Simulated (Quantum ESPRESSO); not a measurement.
Crystal: MnO.

```
Mn O
1.0
     0.00000    2.22391    2.22391
     2.22391    0.00000    2.22391
     2.22391    2.22391    0.00000
Mn O
1 1
Cartesian
  0.0000 0.0000 0.0000
  2.2239 2.2239 2.2239
```

The cell is a database's computed one.

* Program: Quantum ESPRESSO 7.5
* Task: single point
* Functional: PBEsol
* Potentials or basis: GBRV 1.5 PBEsol
* Cutoff: 612 eV
* Density cutoff: 4898 eV
* k mesh: 10 × 10 × 10
* Occupations: fermi-dirac, width 0.05 eV
* Spin: collinear spin, ferromagnetic start
* Starting moments: [4.0, 0.0] μB

On this cell: pressure -6.9 GPa; largest force zero by symmetry; net moment 4.78 μB per cell; site moments Mn +4.05; O +0.23 μB; band gap on the k mesh none (metal or under the smearing width).

The same run follows on a disturbed copy (atoms moved at random, drawn with an rms of 0.05 Å):

```
Mn O
1.0
     0.00000    2.22391    2.22391
     2.22391    0.00000    2.22391
     2.22391    2.22391    0.00000
Mn O
1 1
Direct
  0.98735 0.99248 0.01714
  0.50496 0.51195 0.49104
```

Task: What changes?

Result: The energy (extrapolated to zero smearing) moves by +5.8 meV/atom; pressure -6.2 GPa; largest force 0.278 eV/Å; net moment 4.79 μB per cell; site moments Mn +3.98; O +0.23 μB; band gap on the k mesh none (metal or under the smearing width).

Forces in eV/Å, atoms in the order of the input:
```
Mn  -0.043 -0.055  0.269
O    0.043  0.055 -0.269
```

Stress tensor (GPa, compression positive):
```
-6.60 -0.01  0.05
-0.01 -6.58  0.06
 0.05  0.06 -5.49
```

Caveats: a cell with one magnetic atom can't hold antiferromagnetic order, which such compounds often take; semilocal functionals often make such compounds metallic where correlation or magnetic order opens a gap, which also shifts bond lengths.
